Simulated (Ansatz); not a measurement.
Wires are cut from relaxed bulk W (Im-3m, 16.13 Å³/atom, gap on the mesh 0.00 eV); atoms and period are relaxed, and energies count from that bulk.

The calculation used Ansatz, DFT PBE, scalar-relativistic, plane waves, PAW.

Cutoff 420 eV, Gaussian smearing of 0.05 eV, energies at zero smearing, symmetry of each start kept, no spin polarisation.

```json
{"start": "[001] wire, 17 host atoms a period", "atoms": "17", "k mesh": "1×1×17", "excess energy (eV per host atom)": "1.472", "line energy (eV/Å)": "8.028", "period (Å)": "3.117", "gap on the mesh (eV)": "0", "highest filled level or Fermi level under vacuum (eV)": "3.98"}
{"start": "[001] wire, 18 host atoms a period", "atoms": "18", "k mesh": "1×1×17", "excess energy (eV per host atom)": "1.393", "line energy (eV/Å)": "8.113", "period (Å)": "3.090", "gap on the mesh (eV)": "0", "highest filled level or Fermi level under vacuum (eV)": "-"}
```

A dash: not computed, or not clear enough to read.

Spin-orbit coupling is left out, which matters for the bands of heavy elements.

Each run keeps its start's symmetry and one magnetic start, so lower states can exist.

Cost: 2 runs of about 120 core-minutes in all, on Arm Neoverse V1 (shared hosts).